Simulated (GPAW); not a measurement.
# Sb (Im-3m) in GPAW: notebook

The runs below take Sb through relaxation of cell and atoms, with PBEsol+D3, PBEsol+D3(BJ), PBEsol+D3(BJ)+ATM.

Everything below comes from runs of GPAW 26.7.0. Logs are shortened: lines on timing, memory, paths and dates and some standing lists are left out, and cuts for length are marked. The log counts tension as positive stress, the text compression.

### 1 The crystal as given

It takes space group Im-3m (No. 229, cubic). The conventional cell has a = 3.743 Å, b = 3.743 Å, c = 3.743 Å, α = 90.00°, β = 90.00°, γ = 90.00°. Sb (site symmetry m-3m) is surrounded by 8 Sb at 3.24 Å.

This isn't the form of Sb at room conditions, which is rhombohedral.

### 2 Relaxation of cell and atoms, PBEsol+D3

run.py

```python
from ase import Atoms
from ase.calculators.mixing import SumCalculator
from ase.filters import FrechetCellFilter
from ase.io import write
from ase.optimize import BFGS
from dftd3.ase import DFTD3
from gpaw import GPAW, PW, setup_paths

setup_paths.insert(0, '.')

atoms = Atoms(['Sb'],
              cell=[[-1.8713408863, 1.8713408863, 1.8713408863],
                    [1.8713408863, -1.8713408863, 1.8713408863],
                    [1.8713408863, 1.8713408863, -1.8713408863]],
              scaled_positions=[[0.0, 0.0, 0.0]],
              pbc=True)

calc = GPAW(mode=PW(600),
            xc='PBEsol',
            kpts={'size': (10, 10, 10), 'gamma': True},
            occupations={'name': 'fermi-dirac', 'width': 0.05},
            nbands=15,
            convergence={'density': 1e-05, 'forces': 0.0001},
            maxiter=150,
            txt='gpaw.txt')
atoms.calc = SumCalculator([calc, DFTD3(method='pbesol', damping='d3zero')])
opt = BFGS(FrechetCellFilter(atoms), trajectory='relax.traj', logfile='-')
done = opt.run(fmax=0.02, steps=60)
calc.write('gs.gpw')
write('result.traj', atoms)
print('Converged:', done)
print('Cell:', atoms.cell.cellpar().round(4))
print('Volume:', round(atoms.get_volume(), 4))
print(atoms.get_scaled_positions().round(5))
```

Potentials or basis: PAW data sets generated in the run's folder for this functional, pw.

The run is started by

```sh
gpaw-setup -f PBEsol Sb
OMP_NUM_THREADS=1 python run.py
```

gpaw.txt:

```text
__  _  _
 | _ |_)|_||  |
 |__||  | ||/\| - 26.7.0

Input parameters:
  mode=PW(ecut=600.0),
  convergence={'density': 1e-05, 'forces': 0.0001},
  kpts=MonkhorstPack(size=(10, 10, 10), gamma=True),
  maxiter=150,
  nbands=15,
  occupations=Occupations(name='fermi-dirac', width=0.05),
  xc=XC(name='PBEsol')

Diagonalizing LCAO Hamiltonian
Converting LCAO to pw mode

       Sb

Atoms  # Å, Bohr magnetons
|   | symbol |        x |        y |        z |    initial magnetic moments |
|---|--------|----------|----------|----------|-----------------------------|
| 0 |     Sb | 0.000000 | 0.000000 | 0.000000 | ( 0.0000,  0.0000,  0.0000) |

Unit cell  # Å
| periodic |         x |         y |         z |  lengths |     angles |
|----------|-----------|-----------|-----------|----------|------------|
|      yes | -1.871341 |  1.871341 |  1.871341 | 3.241257 | 109.471221 |
|      yes |  1.871341 | -1.871341 |  1.871341 | 3.241257 | 109.471221 |
|      yes |  1.871341 |  1.871341 | -1.871341 | 3.241257 | 109.471221 |

Number of symmetries: 48
Symmetry operations  # r_c * U_cc + t_c -> r_c
|    | kind |            matrix            |
|----|------|------------------------------|
|  0 |  σ   |  1, 1, 1,  0, 0,-1,  0,-1, 0 |
|  1 |  C4  |  1, 1, 1,  0, 0,-1, -1, 0, 0 |
|  2 |  C2  |  1, 1, 1,  0,-1, 0,  0, 0,-1 |
|  3 |  S6  |  1, 1, 1,  0,-1, 0, -1, 0, 0 |
|  4 |  S6  |  1, 1, 1, -1, 0, 0,  0, 0,-1 |
|  5 |  C4  |  1, 1, 1, -1, 0, 0,  0,-1, 0 |
|  6 |  E   |  1, 0, 0,  0, 1, 0,  0, 0, 1 |
|  7 |  σ   |  1, 0, 0,  0, 1, 0, -1,-1,-1 |
|  8 |  σ   |  1, 0, 0,  0, 0, 1,  0, 1, 0 |
|  9 |  C3  |  1, 0, 0,  0, 0, 1, -1,-1,-1 |
| 10 |  C3  |  1, 0, 0, -1,-1,-1,  0, 1, 0 |
| 11 |  σ   |  1, 0, 0, -1,-1,-1,  0, 0, 1 |
| 12 |  σ   |  0, 1, 0,  1, 0, 0,  0, 0, 1 |
| 13 |  C2  |  0, 1, 0,  1, 0, 0, -1,-1,-1 |
| 14 |  C3  |  0, 1, 0,  0, 0, 1,  1, 0, 0 |
| 15 |  S4  |  0, 1, 0,  0, 0, 1, -1,-1,-1 |
| 16 |  S4  |  0, 1, 0, -1,-1,-1,  1, 0, 0 |
| 17 |  C3  |  0, 1, 0, -1,-1,-1,  0, 0, 1 |
| 18 |  C3  |  0, 0, 1,  1, 0, 0,  0, 1, 0 |
| 19 |  S4  |  0, 0, 1,  1, 0, 0, -1,-1,-1 |
| 20 |  σ   |  0, 0, 1,  0, 1, 0,  1, 0, 0 |
| 21 |  C3  |  0, 0, 1,  0, 1, 0, -1,-1,-1 |
| 22 |  C2  |  0, 0, 1, -1,-1,-1,  1, 0, 0 |
| 23 |  S4  |  0, 0, 1, -1,-1,-1,  0, 1, 0 |
| 24 |  C4  |  0, 0,-1,  1, 1, 1,  0,-1, 0 |
| 25 |  σ   |  0, 0,-1,  1, 1, 1, -1, 0, 0 |
| 26 |  S6  |  0, 0,-1,  0,-1, 0,  1, 1, 1 |
| 27 |  C2  |  0, 0,-1,  0,-1, 0, -1, 0, 0 |
| 28 |  C4  |  0, 0,-1, -1, 0, 0,  1, 1, 1 |
[... 159 lines left out ...]
Fermi level: 8.239
Eigenvalues  # (at kpt = [0.000, 0.000, 0.000])
| band index |      eig [eV] | occ [0-2] |
|------------|---------------|-----------|
|          0 |       -20.915 |     2.000 |
|          1 |       -20.915 |     2.000 |
|          2 |       -20.915 |     2.000 |
|          3 |       -20.838 |     2.000 |
|          4 |       -20.838 |     2.000 |
|          5 |        -4.792 |     2.000 |
|          6 |        13.931 |     0.000 |
|          7 |        13.931 |     0.000 |
|          8 |        13.931 |     0.000 |
|          9 |        19.664 |     0.000 |
|         10 |        19.664 |     0.000 |
|         11 |        19.664 |     0.000 |
|         12 |        20.142 |     0.000 |
|         13 |        20.142 |     0.000 |
|         14 |        20.148 |     0.000 |

No gap
No difference between direct/indirect transitions

Stress tensor  # eV/Ang^3
|         x |         y |         z |
|-----------|-----------|-----------|
|  0.002302 | -0.000000 |  0.000000 |
| -0.000000 |  0.002302 | -0.000000 |
|  0.000000 | -0.000000 |  0.002302 |

Forces  # eV/Ang
|       x |       y |       z |
|---------|---------|---------|
| 0.00000 | 0.00000 | 0.00000 |  # Sb   0

Interpolating wave functions to new cell

       Sb

Atoms  # Å, Bohr magnetons
|   | symbol |        x |        y |        z |    initial magnetic moments |
|---|--------|----------|----------|----------|-----------------------------|
| 0 |     Sb | 0.000000 | 0.000000 | 0.000000 | ( 0.0000,  0.0000,  0.0000) |

Unit cell  # Å
| periodic |         x |         y |         z |  lengths |     angles |
|----------|-----------|-----------|-----------|----------|------------|
|      yes | -1.863845 |  1.863845 |  1.863845 | 3.228274 | 109.471221 |
|      yes |  1.863845 | -1.863845 |  1.863845 | 3.228274 | 109.471221 |
|      yes |  1.863845 |  1.863845 | -1.863845 | 3.228274 | 109.471221 |

Number of symmetries: 48
Symmetry operations  # r_c * U_cc + t_c -> r_c
|    | kind |            matrix            |
|----|------|------------------------------|
|  0 |  σ   |  1, 1, 1,  0, 0,-1,  0,-1, 0 |
|  1 |  C4  |  1, 1, 1,  0, 0,-1, -1, 0, 0 |
|  2 |  C2  |  1, 1, 1,  0,-1, 0,  0, 0,-1 |
|  3 |  S6  |  1, 1, 1,  0,-1, 0, -1, 0, 0 |
|  4 |  S6  |  1, 1, 1, -1, 0, 0,  0, 0,-1 |
|  5 |  C4  |  1, 1, 1, -1, 0, 0,  0,-1, 0 |
|  6 |  E   |  1, 0, 0,  0, 1, 0,  0, 0, 1 |
|  7 |  σ   |  1, 0, 0,  0, 1, 0, -1,-1,-1 |
|  8 |  σ   |  1, 0, 0,  0, 0, 1,  0, 1, 0 |
|  9 |  C3  |  1, 0, 0,  0, 0, 1, -1,-1,-1 |
| 10 |  C3  |  1, 0, 0, -1,-1,-1,  0, 1, 0 |
| 11 |  σ   |  1, 0, 0, -1,-1,-1,  0, 0, 1 |
| 12 |  σ   |  0, 1, 0,  1, 0, 0,  0, 0, 1 |
| 13 |  C2  |  0, 1, 0,  1, 0, 0, -1,-1,-1 |
| 14 |  C3  |  0, 1, 0,  0, 0, 1,  1, 0, 0 |
| 15 |  S4  |  0, 1, 0,  0, 0, 1, -1,-1,-1 |
| 16 |  S4  |  0, 1, 0, -1,-1,-1,  1, 0, 0 |
| 17 |  C3  |  0, 1, 0, -1,-1,-1,  0, 0, 1 |
| 18 |  C3  |  0, 0, 1,  1, 0, 0,  0, 1, 0 |
| 19 |  S4  |  0, 0, 1,  1, 0, 0, -1,-1,-1 |
| 20 |  σ   |  0, 0, 1,  0, 1, 0,  1, 0, 0 |
| 21 |  C3  |  0, 0, 1,  0, 1, 0, -1,-1,-1 |
| 22 |  C2  |  0, 0, 1, -1,-1,-1,  1, 0, 0 |
| 23 |  S4  |  0, 0, 1, -1,-1,-1,  0, 1, 0 |
| 24 |  C4  |  0, 0,-1,  1, 1, 1,  0,-1, 0 |
| 25 |  σ   |  0, 0,-1,  1, 1, 1, -1, 0, 0 |
| 26 |  S6  |  0, 0,-1,  0,-1, 0,  1, 1, 1 |
| 27 |  C2  |  0, 0,-1,  0,-1, 0, -1, 0, 0 |
| 28 |  C4  |  0, 0,-1, -1, 0, 0,  1, 1, 1 |
[... 159 lines left out ...]
Fermi level: 8.396
Eigenvalues  # (at kpt = [0.000, 0.000, 0.000])
| band index |      eig [eV] | occ [0-2] |
|------------|---------------|-----------|
|          0 |       -20.766 |     2.000 |
|          1 |       -20.766 |     2.000 |
|          2 |       -20.766 |     2.000 |
|          3 |       -20.685 |     2.000 |
|          4 |       -20.685 |     2.000 |
|          5 |        -4.733 |     2.000 |
|          6 |        14.185 |     0.000 |
|          7 |        14.185 |     0.000 |
|          8 |        14.185 |     0.000 |
|          9 |        19.886 |     0.000 |
|         10 |        19.886 |     0.000 |
|         11 |        19.886 |     0.000 |
|         12 |        20.311 |     0.000 |
|         13 |        20.311 |     0.000 |
|         14 |        20.311 |     0.000 |

No gap
No difference between direct/indirect transitions

Stress tensor  # eV/Ang^3
|         x |         y |         z |
|-----------|-----------|-----------|
| -0.002798 |  0.000000 |  0.000000 |
|  0.000000 | -0.002798 |  0.000000 |
|  0.000000 |  0.000000 | -0.002798 |

Forces  # eV/Ang
|        x |       y |       z |
|----------|---------|---------|
| -0.00000 | 0.00000 | 0.00000 |  # Sb   0

Interpolating wave functions to new cell

       Sb

Atoms  # Å, Bohr magnetons
|   | symbol |         x |         y |         z |    initial magnetic moments |
|---|--------|-----------|-----------|-----------|-----------------------------|
| 0 |     Sb | -0.000000 | -0.000000 | -0.000000 | ( 0.0000,  0.0000,  0.0000) |

Unit cell  # Å
| periodic |         x |         y |         z |  lengths |     angles |
|----------|-----------|-----------|-----------|----------|------------|
|      yes | -1.854649 |  1.854649 |  1.854649 | 3.212347 | 109.471221 |
|      yes |  1.854649 | -1.854649 |  1.854649 | 3.212347 | 109.471221 |
|      yes |  1.854649 |  1.854649 | -1.854649 | 3.212347 | 109.471221 |

Number of symmetries: 48
Symmetry operations  # r_c * U_cc + t_c -> r_c
|    | kind |            matrix            |
|----|------|------------------------------|
|  0 |  σ   |  1, 1, 1,  0, 0,-1,  0,-1, 0 |
|  1 |  C4  |  1, 1, 1,  0, 0,-1, -1, 0, 0 |
|  2 |  C2  |  1, 1, 1,  0,-1, 0,  0, 0,-1 |
|  3 |  S6  |  1, 1, 1,  0,-1, 0, -1, 0, 0 |
|  4 |  S6  |  1, 1, 1, -1, 0, 0,  0, 0,-1 |
|  5 |  C4  |  1, 1, 1, -1, 0, 0,  0,-1, 0 |
|  6 |  E   |  1, 0, 0,  0, 1, 0,  0, 0, 1 |
|  7 |  σ   |  1, 0, 0,  0, 1, 0, -1,-1,-1 |
|  8 |  σ   |  1, 0, 0,  0, 0, 1,  0, 1, 0 |
|  9 |  C3  |  1, 0, 0,  0, 0, 1, -1,-1,-1 |
| 10 |  C3  |  1, 0, 0, -1,-1,-1,  0, 1, 0 |
| 11 |  σ   |  1, 0, 0, -1,-1,-1,  0, 0, 1 |
| 12 |  σ   |  0, 1, 0,  1, 0, 0,  0, 0, 1 |
| 13 |  C2  |  0, 1, 0,  1, 0, 0, -1,-1,-1 |
| 14 |  C3  |  0, 1, 0,  0, 0, 1,  1, 0, 0 |
| 15 |  S4  |  0, 1, 0,  0, 0, 1, -1,-1,-1 |
| 16 |  S4  |  0, 1, 0, -1,-1,-1,  1, 0, 0 |
| 17 |  C3  |  0, 1, 0, -1,-1,-1,  0, 0, 1 |
| 18 |  C3  |  0, 0, 1,  1, 0, 0,  0, 1, 0 |
| 19 |  S4  |  0, 0, 1,  1, 0, 0, -1,-1,-1 |
| 20 |  σ   |  0, 0, 1,  0, 1, 0,  1, 0, 0 |
| 21 |  C3  |  0, 0, 1,  0, 1, 0, -1,-1,-1 |
| 22 |  C2  |  0, 0, 1, -1,-1,-1,  1, 0, 0 |
| 23 |  S4  |  0, 0, 1, -1,-1,-1,  0, 1, 0 |
| 24 |  C4  |  0, 0,-1,  1, 1, 1,  0,-1, 0 |
| 25 |  σ   |  0, 0,-1,  1, 1, 1, -1, 0, 0 |
| 26 |  S6  |  0, 0,-1,  0,-1, 0,  1, 1, 1 |
| 27 |  C2  |  0, 0,-1,  0,-1, 0, -1, 0, 0 |
| 28 |  C4  |  0, 0,-1, -1, 0, 0,  1, 1, 1 |
[... 159 lines left out ...]
Fermi level: 8.591
Eigenvalues  # (at kpt = [0.000, 0.000, 0.000])
| band index |      eig [eV] | occ [0-2] |
|------------|---------------|-----------|
|          0 |       -20.580 |     2.000 |
|          1 |       -20.580 |     2.000 |
|          2 |       -20.580 |     2.000 |
|          3 |       -20.495 |     2.000 |
|          4 |       -20.495 |     2.000 |
|          5 |        -4.661 |     2.000 |
|          6 |        14.501 |     0.000 |
|          7 |        14.501 |     0.000 |
|          8 |        14.501 |     0.000 |
|          9 |        20.162 |     0.000 |
|         10 |        20.162 |     0.000 |
|         11 |        20.162 |     0.000 |
|         12 |        20.522 |     0.000 |
|         13 |        20.522 |     0.000 |
|         14 |        20.522 |     0.000 |

No gap
No difference between direct/indirect transitions

Stress tensor  # eV/Ang^3
|         x |         y |         z |
|-----------|-----------|-----------|
| -0.009428 | -0.000000 | -0.000000 |
| -0.000000 | -0.009428 |  0.000000 |
| -0.000000 |  0.000000 | -0.009428 |

Forces  # eV/Ang
|       x |        y |        z |
|---------|----------|----------|
| 0.00000 | -0.00000 | -0.00000 |  # Sb   0

# Writing to gs.gpw (mode='')
```

Wall time 30 s (1 thread of Arm Neoverse V1, shared host); peak memory 0.17 GiB.

Results:

- Free energy: -4.8554 eV
- Relaxed volume: 25.52 Å³/atom
- Relaxed cell: a = 3.212 Å, b = 3.212 Å, c = 3.212 Å, α = 109.47°, β = 109.47°, γ = 109.47°
- Space group after relaxing (to 0.05 Å): Im-3m (No. 229)
- Energy gained by relaxing: 3.5 meV/atom
- Ionic steps: 3
- Pressure after relaxing: 0.0 GPa
- Band gap on the k mesh: none (metal or under the smearing width)
- Dispersion energy per atom: -0.211 eV

The path:
| step | energy change (eV) | largest force (eV/Å) | pressure (GPa) | volume (Å³) |
| --- | --- | --- | --- | --- |
| 1 | 0.0000 | 0.0000 | -1.72 | 26.21 |
| 2 | -0.0025 | 0.0000 | -0.96 | 25.90 |
| 3 | -0.0035 | 0.0000 | 0.03 | 25.52 |

Final structure:
```cif
data_structure
_symmetry_space_group_name_H-M 'P 1'
_symmetry_Int_Tables_number 1
_cell_length_a 3.2123
_cell_length_b 3.2123
_cell_length_c 3.2123
_cell_angle_alpha 109.471
_cell_angle_beta 109.471
_cell_angle_gamma 109.471
_cell_volume 25.52
loop_
_atom_site_label
_atom_site_type_symbol
_atom_site_fract_x
_atom_site_fract_y
_atom_site_fract_z
_atom_site_occupancy
Sb1 Sb 0.00000 0.00000 0.00000 1
```

Caveat: later steps reuse the first step's grids; pairwise dispersion overbinds metals, which lowers pressure and volume. The run has no spin-orbit coupling, so splittings on Sb are missing.

### 3 Relaxation of cell and atoms, PBEsol+D3(BJ)

Changes to run.py since step 2:

```diff
@@ -25,3 +25,3 @@
             txt='gpaw.txt')
-atoms.calc = SumCalculator([calc, DFTD3(method='pbesol', damping='d3zero')])
+atoms.calc = SumCalculator([calc, DFTD3(method='pbesol', damping='d3bj')])
 opt = BFGS(FrechetCellFilter(atoms), trajectory='relax.traj', logfile='-')
```

Potentials or basis: PAW data sets generated in the run's folder for this functional, pw.

The run is started by

```sh
gpaw-setup -f PBEsol Sb
OMP_NUM_THREADS=1 python run.py
```

gpaw.txt:

```text
__  _  _
 | _ |_)|_||  |
 |__||  | ||/\| - 26.7.0

Input parameters:
  mode=PW(ecut=600.0),
  convergence={'density': 1e-05, 'forces': 0.0001},
  kpts=MonkhorstPack(size=(10, 10, 10), gamma=True),
  maxiter=150,
  nbands=15,
  occupations=Occupations(name='fermi-dirac', width=0.05),
  xc=XC(name='PBEsol')

Diagonalizing LCAO Hamiltonian
Converting LCAO to pw mode

       Sb

Atoms  # Å, Bohr magnetons
|   | symbol |        x |        y |        z |    initial magnetic moments |
|---|--------|----------|----------|----------|-----------------------------|
| 0 |     Sb | 0.000000 | 0.000000 | 0.000000 | ( 0.0000,  0.0000,  0.0000) |

Unit cell  # Å
| periodic |         x |         y |         z |  lengths |     angles |
|----------|-----------|-----------|-----------|----------|------------|
|      yes | -1.871341 |  1.871341 |  1.871341 | 3.241257 | 109.471221 |
|      yes |  1.871341 | -1.871341 |  1.871341 | 3.241257 | 109.471221 |
|      yes |  1.871341 |  1.871341 | -1.871341 | 3.241257 | 109.471221 |

Number of symmetries: 48
Symmetry operations  # r_c * U_cc + t_c -> r_c
|    | kind |            matrix            |
|----|------|------------------------------|
|  0 |  σ   |  1, 1, 1,  0, 0,-1,  0,-1, 0 |
|  1 |  C4  |  1, 1, 1,  0, 0,-1, -1, 0, 0 |
|  2 |  C2  |  1, 1, 1,  0,-1, 0,  0, 0,-1 |
|  3 |  S6  |  1, 1, 1,  0,-1, 0, -1, 0, 0 |
|  4 |  S6  |  1, 1, 1, -1, 0, 0,  0, 0,-1 |
|  5 |  C4  |  1, 1, 1, -1, 0, 0,  0,-1, 0 |
|  6 |  E   |  1, 0, 0,  0, 1, 0,  0, 0, 1 |
|  7 |  σ   |  1, 0, 0,  0, 1, 0, -1,-1,-1 |
|  8 |  σ   |  1, 0, 0,  0, 0, 1,  0, 1, 0 |
[... 202 lines left out ...]
Stress tensor  # eV/Ang^3
|         x |         y |         z |
|-----------|-----------|-----------|
|  0.002302 | -0.000000 |  0.000000 |
| -0.000000 |  0.002302 | -0.000000 |
|  0.000000 | -0.000000 |  0.002302 |

Forces  # eV/Ang
|       x |       y |       z |
|---------|---------|---------|
| 0.00000 | 0.00000 | 0.00000 |  # Sb   0

Interpolating wave functions to new cell

       Sb

Atoms  # Å, Bohr magnetons
|   | symbol |        x |        y |        z |    initial magnetic moments |
|---|--------|----------|----------|----------|-----------------------------|
| 0 |     Sb | 0.000000 | 0.000000 | 0.000000 | ( 0.0000,  0.0000,  0.0000) |

Unit cell  # Å
| periodic |         x |         y |         z |  lengths |     angles |
|----------|-----------|-----------|-----------|----------|------------|
|      yes | -1.855147 |  1.855147 |  1.855147 | 3.213208 | 109.471221 |
|      yes |  1.855147 | -1.855147 |  1.855147 | 3.213208 | 109.471221 |
|      yes |  1.855147 |  1.855147 | -1.855147 | 3.213208 | 109.471221 |

Number of symmetries: 48
Symmetry operations  # r_c * U_cc + t_c -> r_c
|    | kind |            matrix            |
|----|------|------------------------------|
|  0 |  σ   |  1, 1, 1,  0, 0,-1,  0,-1, 0 |
|  1 |  C4  |  1, 1, 1,  0, 0,-1, -1, 0, 0 |
|  2 |  C2  |  1, 1, 1,  0,-1, 0,  0, 0,-1 |
|  3 |  S6  |  1, 1, 1,  0,-1, 0, -1, 0, 0 |
|  4 |  S6  |  1, 1, 1, -1, 0, 0,  0, 0,-1 |
|  5 |  C4  |  1, 1, 1, -1, 0, 0,  0,-1, 0 |
|  6 |  E   |  1, 0, 0,  0, 1, 0,  0, 0, 1 |
|  7 |  σ   |  1, 0, 0,  0, 1, 0, -1,-1,-1 |
|  8 |  σ   |  1, 0, 0,  0, 0, 1,  0, 1, 0 |
[... 202 lines left out ...]
Stress tensor  # eV/Ang^3
|         x |         y |         z |
|-----------|-----------|-----------|
| -0.009060 |  0.000000 |  0.000000 |
|  0.000000 | -0.009060 | -0.000000 |
|  0.000000 | -0.000000 | -0.009060 |

Forces  # eV/Ang
|        x |        y |        z |
|----------|----------|----------|
| -0.00000 | -0.00000 | -0.00000 |  # Sb   0

Interpolating wave functions to new cell

       Sb

Atoms  # Å, Bohr magnetons
|   | symbol |         x |        y |         z |    initial magnetic moments |
|---|--------|-----------|----------|-----------|-----------------------------|
| 0 |     Sb | -0.000000 | 0.000000 | -0.000000 | ( 0.0000,  0.0000,  0.0000) |

Unit cell  # Å
| periodic |         x |         y |         z |  lengths |     angles |
|----------|-----------|-----------|-----------|----------|------------|
|      yes | -1.835940 |  1.835940 |  1.835940 | 3.179942 | 109.471221 |
|      yes |  1.835940 | -1.835940 |  1.835940 | 3.179942 | 109.471221 |
|      yes |  1.835940 |  1.835940 | -1.835940 | 3.179942 | 109.471221 |

Number of symmetries: 48
Symmetry operations  # r_c * U_cc + t_c -> r_c
|    | kind |            matrix            |
|----|------|------------------------------|
|  0 |  σ   |  1, 1, 1,  0, 0,-1,  0,-1, 0 |
|  1 |  C4  |  1, 1, 1,  0, 0,-1, -1, 0, 0 |
|  2 |  C2  |  1, 1, 1,  0,-1, 0,  0, 0,-1 |
|  3 |  S6  |  1, 1, 1,  0,-1, 0, -1, 0, 0 |
|  4 |  S6  |  1, 1, 1, -1, 0, 0,  0, 0,-1 |
|  5 |  C4  |  1, 1, 1, -1, 0, 0,  0,-1, 0 |
|  6 |  E   |  1, 0, 0,  0, 1, 0,  0, 0, 1 |
|  7 |  σ   |  1, 0, 0,  0, 1, 0, -1,-1,-1 |
|  8 |  σ   |  1, 0, 0,  0, 0, 1,  0, 1, 0 |
[... 202 lines left out ...]
Stress tensor  # eV/Ang^3
|         x |         y |         z |
|-----------|-----------|-----------|
| -0.024266 |  0.000000 | -0.000000 |
|  0.000000 | -0.024266 |  0.000000 |
| -0.000000 |  0.000000 | -0.024266 |

Forces  # eV/Ang
|        x |       y |       z |
|----------|---------|---------|
| -0.00000 | 0.00000 | 0.00000 |  # Sb   0

# Writing to gs.gpw (mode='')
```

Wall time 33 s (1 thread of Arm Neoverse V1, shared host); peak memory 0.16 GiB.

What came out:

| Quantity | Value |
| --- | --- |
| Free energy | -5.1840 eV |
| Relaxed volume | 24.75 Å³/atom |
| Relaxed cell | a = 3.180 Å, b = 3.180 Å, c = 3.180 Å, α = 109.47°, β = 109.47°, γ = 109.47° |
| Space group after relaxing (to 0.05 Å) | Im-3m (No. 229) |
| Energy gained by relaxing | 16.9 meV/atom |
| Ionic steps | 3 |
| Pressure after relaxing | 0.1 GPa |
| Band gap on the k mesh | none (metal or under the smearing width) |
| Dispersion energy per atom | -0.553 eV |

The path:
| step | energy change (eV) | largest force (eV/Å) | pressure (GPa) | volume (Å³) |
| --- | --- | --- | --- | --- |
| 1 | 0.0000 | 0.0000 | -3.72 | 26.21 |
| 2 | -0.0121 | 0.0000 | -2.08 | 25.54 |
| 3 | -0.0169 | 0.0000 | 0.13 | 24.75 |

Final structure:
```cif
data_structure
_symmetry_space_group_name_H-M 'P 1'
_symmetry_Int_Tables_number 1
_cell_length_a 3.1799
_cell_length_b 3.1799
_cell_length_c 3.1799
_cell_angle_alpha 109.471
_cell_angle_beta 109.471
_cell_angle_gamma 109.471
_cell_volume 24.75
loop_
_atom_site_label
_atom_site_type_symbol
_atom_site_fract_x
_atom_site_fract_y
_atom_site_fract_z
_atom_site_occupancy
Sb1 Sb 0.00000 0.00000 0.00000 1
```

Caveat: later steps reuse the first step's grids; pairwise dispersion overbinds metals, which lowers pressure and volume. Spin-orbit coupling is left out, which matters for the levels of Sb.

[end of part 1 of 2]
